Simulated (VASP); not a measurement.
A run of VASP 6.6.1 is set up as follows.

The input INCAR:

```
  PREC = Accurate
  ENCUT = 600
  EDIFF = 1E-7
  ISMEAR = -1
  SIGMA = 0.05
  LREAL = F
  LASPH = T
  NELM = 60
  ALGO = Normal
  ISIF = 3
  LWAVE = F
  LCHARG = F
  GGA = CA
  IBRION = 2
  NSW = 40
  EDIFFG = -0.005
```

Contents of KPOINTS:

```
Automatic mesh
0
Gamma
  8 8 6
```

POSCAR

```
CuAu
1.0
    2.8107494552      0.0000000000      0.0000000000
    0.0000000000      2.8107494552      0.0000000000
    0.0000000000      0.0000000000      3.6850000000
Au Cu
1 1
Direct
    0.0000000000      0.0000000000      0.0000000000
    0.5000000000      0.5000000000      0.5000000000
```

Potentials or basis: VASP PAW LDA potentials, release 64 (Au, Cu).

Launch:

```console
$ cat potpaw_LDA.64/Au/POTCAR potpaw_LDA.64/Cu/POTCAR > POTCAR
$ mpirun -np 1 vasp_std > vasp.out
```

Task: What does it give for the band gap on the k mesh?

Result: None (metal or under the smearing width).

Task: Estimate the space group after relaxing (to 0.05 Å).

Result: P4/mmm (No. 123).

Final structure:
```
Au Cu
1.0
     3.00118    0.00000    0.00000
     0.00000    3.00118    0.00000
     0.00000    0.00000    3.06242
Au Cu
1 1
Direct
  0.00000 0.00000 0.00000
  0.50000 0.50000 0.50000
```

The run has no spin-orbit coupling, so splittings on Au are missing. LDA usually gives volumes a few per cent too small.
